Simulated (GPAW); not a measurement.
Here is a GPAW 26.7.0 calculation.

Contents of run.py:

```python
from ase import Atoms
from ase.filters import FrechetCellFilter
from ase.io import write
from ase.optimize import BFGS
from gpaw import GPAW, PW, setup_paths

setup_paths.insert(0, '.')

atoms = Atoms(['Pd'],
              cell=[[0.0, 1.9465, 1.9465],
                    [1.9465, 0.0, 1.9465],
                    [1.9465, 1.9465, 0.0]],
              scaled_positions=[[0.0, 0.0, 0.0]],
              pbc=True)

calc = GPAW(mode=PW(600),
            xc='PBEsol',
            kpts={'size': (12, 12, 12), 'gamma': True},
            occupations={'name': 'fermi-dirac', 'width': 0.05},
            nbands=17,
            convergence={'density': 1e-05, 'forces': 0.0001},
            maxiter=150,
            txt='gpaw.txt')
atoms.calc = calc
opt = BFGS(FrechetCellFilter(atoms), trajectory='relax.traj', logfile='-')
done = opt.run(fmax=0.02, steps=60)
calc.write('gs.gpw')
write('result.traj', atoms)
print('Converged:', done)
print('Cell:', atoms.cell.cellpar().round(4))
print('Volume:', round(atoms.get_volume(), 4))
print(atoms.get_scaled_positions().round(5))
```

Potentials or basis: PAW data sets generated in the run's folder for this functional, pw.

Command:

```bash
$ gpaw-setup -f PBEsol Pd
$ OMP_NUM_THREADS=1 python run.py
```

Q: Estimate the relaxed volume.

A: 14.56 Å³/atom.

Q: What does it give for the space group after relaxing (to 0.05 Å)?

A: Fm-3m (No. 225).

Q: What does it give for the relaxed cell?

A: a = 2.741 Å, b = 2.741 Å, c = 2.741 Å, α = 60.00°, β = 60.00°, γ = 60.00°.

Q: Predict the band gap on the k mesh.

A: None (metal or under the smearing width).

The path:
```tsv
step	energy change (eV)	largest force (eV/Å)	pressure (GPa)	volume (Å³)
1	0.0000	0.0000	-2.50	14.75
2	-0.0015	0.0000	-0.57	14.61
3	-0.0016	0.0000	0.01	14.56
```

Caveat: later steps reuse the first step's grids.
